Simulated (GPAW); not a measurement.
Ru:

```xyz
2
Lattice="2.7058 0.0000 0.0000 -1.3529 2.3433 0.0000 0.0000 0.0000 4.2819" Properties=species:S:1:pos:R:3 pbc="T T T"
Ru    1.3529    0.7811    3.2114
Ru    0.0000    1.5622    1.0705
```

* Program: GPAW 26.7.0
* Task: relaxation of cell and atoms
* Functional: PBEsol
* Dispersion: D3(BJ)+ATM
* Potentials or basis: PAW data sets generated in the run's folder for this functional
* Cutoff: 600 eV
* Basis: pw
* k mesh: 8 × 8 × 5
* Occupations: fermi-dirac, width 0.05 eV
* Spin: no spin polarisation

At the start: pressure -12.8 GPa; volume 13.57 Å³/atom.

Problem. Where does the relaxation end?

Solution. Over 4 steps the energy falls by 20.4 meV/atom and the volume is 13.06 Å³/atom (-3.8 %); space group P6_3/mmc (No. 194, to 0.05 Å).

The path:
```tsv
step	energy change (eV)	largest force (eV/Å)	pressure (GPa)	volume (Å³)
1	0.0000	0.0000	-12.80	27.15
2	-0.0346	0.0000	-5.40	26.53
3	-0.0407	0.0000	0.31	26.10
4	-0.0407	0.0000	-0.01	26.12
```

Final structure:
```yaml
crystal:
  lattice:
    - [2.67201, 0.00000, 0.00000]
    - [-1.33601, 2.31403, 0.00000]
    - [0.00000, 0.00000, 4.22438]
  atoms:
    - { symbol: Ru, position: [0.66667, 0.33333, 0.75000] }
    - { symbol: Ru, position: [0.33333, 0.66667, 0.25000] }
```

Caveat: later steps reuse the first step's grids; pairwise dispersion overbinds metals, which lowers pressure and volume.
